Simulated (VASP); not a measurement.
# KBr: restarted molecular dynamics, 2 variants

KBr, Fm-3m (no. 225), 8 atoms in the cell. PBE, molecular dynamics; PAW potentials Br, K_pv (PBE set).

| Restart from | Temperature at the end (K) | The same without a restart (K) | Potential energy at the end (eV/atom) | The same without a restart (eV/atom) | Electronic steps in the first step after the restart | Time (s) |
|---|---|---|---|---|---|---|
| CONTCAR with velocities, WAVECAR read | 797.0 | 797.0 | -3.06665 | -3.06665 | 4 | 240 |
| CONTCAR with velocities, no WAVECAR | 797.0 | 797.0 | -3.06665 | -3.06665 | 14 | 201 |

Limits: 120 fs of 8 atoms are too short for converged averages.

## Input of the first row

INCAR.step1:
```
SYSTEM = KBr
ALGO     = Normal         ! electronic algorithm
ANDERSEN_PROB= 0.0          
EDIFF    = 1E-6           ! SCF threshold, eV
ENCUT    = 220            ! plane-wave cutoff, eV
GGA      = PE             ! functional
IBRION   = 0              ! ionic algorithm
ISIF     = 2              ! what is computed and relaxed
ISMEAR   = 0              ! smearing method
ISYM     = 0            
KPAR     = 2            
LASPH    = .True.         ! aspherical terms in the spheres
LCHARG   = .False.        ! write CHGCAR
LREAL    = Auto         
LWAVE    = .True.         ! write WAVECAR
MDALGO   = 1            
NELM     = 60             ! most SCF steps
NELMIN   = 4            
NSW      = 30             ! ionic steps
POTIM    = 2.0            ! step
PREC     = Normal         ! precision mode
RANDOM_SEED= 424078 0 0   
SIGMA    = 0.05           ! smearing width, eV
TEBEG    = 1000          
```

INCAR.step2, as INCAR.step1 but for:
```
- LWAVE = .True.
+ LWAVE = .False.
```

KPOINTS:
```
k-points
0
Monkhorst-Pack
  2 2 2
```

POSCAR.step1:
```
KBr
1.0
    6.6000000000      0.0000000000      0.0000000000
    0.0000000000      6.6000000000      0.0000000000
    0.0000000000      0.0000000000      6.6000000000
Br K
4 4
Direct
    0.5000000000      0.0000000000      0.0000000000
    0.5000000000      0.5000000000      0.5000000000
    0.0000000000      0.0000000000      0.5000000000
    0.0000000000      0.5000000000      0.0000000000
    0.0000000000      0.0000000000      0.0000000000
    0.0000000000      0.5000000000      0.5000000000
    0.5000000000      0.0000000000      0.5000000000
    0.5000000000      0.5000000000      0.0000000000
```

Commands (each step's output is kept before the next begins):
```
cat potpaw_PBE.64/Br/POTCAR potpaw_PBE.64/K_pv/POTCAR > POTCAR
cp INCAR.step1 INCAR
cp POSCAR.step1 POSCAR
mpirun -np 2 vasp_std > vasp.out
cp CONTCAR POSCAR
cp INCAR.step2 INCAR
mpirun -np 2 vasp_std > vasp.out
```

Changes of the last row against the first:
```
(step 1)
- LWAVE = True
+ LWAVE = False
```

VASP 6.6.1 took 240 s on 2 cores (Intel Xeon Platinum 8259CL @ 2.50GHz (Skylake/Cascade Lake)), a shared host.
